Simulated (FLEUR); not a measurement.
The system is C.

```
CELL_PARAMETERS angstrom
2.52210 0.00000 0.00000
-1.26105 2.18420 0.00000
0.00000 0.00000 8.23710
ATOMIC_POSITIONS crystal
C 0.66667 0.33333 0.84375
C 0.33333 0.66667 0.34375
C 0.66667 0.33333 0.65625
C 0.33333 0.66667 0.15625
C 0.00000 0.00000 0.90625
C 0.00000 0.00000 0.40625
C 0.00000 0.00000 0.59375
C 0.00000 0.00000 0.09375
```

This is a hexagonal form of diamond, not graphite.

Base run:

| Property | Result |
| --- | --- |
| Program | FLEUR MaX-R8.1 (later development tree) |
| Functional | PW91 |
| Potentials or basis | all-electron |
| Basis | FLAPW |
| Kmax | 5.33 1/bohr |
| k mesh | 12 × 12 × 4 |
| Occupations | fermi-dirac, width 0.05 eV |
| Spin | no spin polarisation |

Its results: band gap on the k mesh 4.46 eV, indirect (least direct gap 5.22 eV).

Question: The run is repeated on the same cell with these changes: functional from PW91 to Wigner. What comes out?

Answer: Band gap on the k mesh 4.30 eV, indirect (least direct gap 5.10 eV).

Not every run made on this cell is shown here.
